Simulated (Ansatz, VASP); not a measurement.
Two plane-wave programs on ZnO

```
Zn O
1.0
     3.27949    0.00000    0.00000
    -1.63974    2.84012    0.00000
     0.00000    0.00000    5.29327
Zn O
2 2
Direct
  0.33333 0.66667 0.49997
  0.66667 0.33333 0.99997
  0.66667 0.33333 0.37904
  0.33333 0.66667 0.87904
```

Alike in both runs: functional PBE; k mesh 9 × 9 × 6; no spin polarisation.

Ansatz relaxed the structure, and its values are those at the end. VASP's run is a single point on that final structure, the one shown.

|  | VASP | Ansatz |
| --- | --- | --- |
| version | VASP 6.6.1 | Ansatz 0.2.0 |
| potentials or method | VASP PAW PBE potentials, release 64 (Zn, O) | scalar-relativistic, plane waves, PAW |
| plane-wave cutoff (eV) | 520 | 420 |
| occupations | gaussian, width 0.01 eV | fixed |
| valence electrons in the cell | 36 | 36 |

```csv
,VASP,Ansatz,Ansatz less VASP
gap on the k mesh at the Fermi level (eV),0.73,0.74,+0.017
least direct gap on the mesh (eV),0.73,0.74,+0.017
pressure (GPa),0.9,0.0,-0.88
```
